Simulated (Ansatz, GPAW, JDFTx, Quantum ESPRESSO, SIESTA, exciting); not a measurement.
BN: programs and potentials compared

```
N B
1.0
     0.00000    1.81300    1.81300
     1.81300    0.00000    1.81300
     1.81300    1.81300    0.00000
N B
1 1
Direct
  0.25000 0.25000 0.25000
  0.00000 0.00000 0.00000
```

The cell is a database's computed one, not the measured one.

Alike in all runs: task band structure; functional PBEsol; k mesh 13 × 13 × 13; occupations fermi-dirac, width 0.05 eV; no spin polarisation; no spin-orbit coupling. Pressure is positive in compression and, in plane waves, holds the error of the finite cutoff, which Ansatz's Pulay term estimates and takes out. Gaps are the smaller of the mesh's and the band path's.

| program and potentials | plane-wave cutoff (eV) | notes | band gap (eV) | pressure (GPa) |
| --- | --- | --- | --- | --- |
| Ansatz, Ansatz PAW | 420 | potentials made for PBE, which Ansatz adapts in part; Pulay term of +1.07 GPa included | 4.28 | -6.30 |
| GPAW, PAW data sets generated for this functional | 800 | - | 4.28 | -7.53 |
| SIESTA, files PseudoDojo sr-pbesol-0.4.1-standard, DZP (energy shift 0.003 Ry) | - | atomic basis | 4.37 | -2.36 |
| JDFTx, PseudoDojo-SR-PBEsol-0.4.1-standard | 1143 | - | 4.33 | - |
| Ansatz, all-electron LAPW, scalar-relativistic | - | - | 4.28 | -6.29 |
| exciting, all-electron LAPW+lo, shipped species files, valence relativity iora* | - | - | 4.28 | - |
| Quantum ESPRESSO, PseudoDojo 0.4.1 SR PBEsol standard | 1143 | - | ? | ? |

Q: Estimate from the other rows what the run with Quantum ESPRESSO, PseudoDojo 0.4.1 SR PBEsol standard gave.

A: Band gap 4.33 eV; pressure -5.77 GPa. The other rows, which needn't bracket it: band gap 4.28 to 4.37; pressure -7.53 to -2.36.
